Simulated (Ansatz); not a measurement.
## V under changes of volume

One of the cells (13.891 Å³/atom); the others are scaled copies at fixed shape and fractional positions:

```
V
1.0
    -1.51435    1.51435    1.51435
     1.51435   -1.51435    1.51435
     1.51435    1.51435   -1.51435
V
1
Direct
  0.00000 0.00000 0.00000
```

```yaml
Program: Ansatz 0.2.0
Functional: LDA
Potentials_or_basis: all-electron LAPW, scalar-relativistic
Cutoff: 257 eV (chosen from the basis error)
Basis_error_allowed: 0.001 eV/atom
k_mesh: 12 × 12 × 12
Occupations: fermi-dirac, width 0.05 eV
Spin: collinear spin, ferromagnetic start
Starting_moments: "[2.0] μB"
```

| volume (Å³/atom) | energy over the lowest point (meV/atom) | pressure (GPa) |
| --- | --- | --- |
| 13.058 | 0.00 | -8.3 |
| 13.336 | ? | ? |
| 13.613 | 40.97 | -14.9 |
| 13.891 | 69.43 | -17.8 |
| 14.169 | 102.59 | -20.4 |
| 14.447 | 140.01 | -22.7 |
| 14.725 | 181.28 | -24.8 |

Q: What does the run at 13.336 Å³/atom give?

A: Energy over the lowest point 17.66 meV/atom; pressure -11.8 GPa.

Worked out: A Birch-Murnaghan fit of order 3 (a polynomial in V^(-2/3)) to the other rows has no minimum within the range. It gives 17.70 meV/atom at 13.336 Å³/atom, against the run's 17.66, and -dE/dV = -11.9 GPa, against -11.8.

Energies are extrapolated to zero smearing.

Caveats: the starting moments weren't kept.
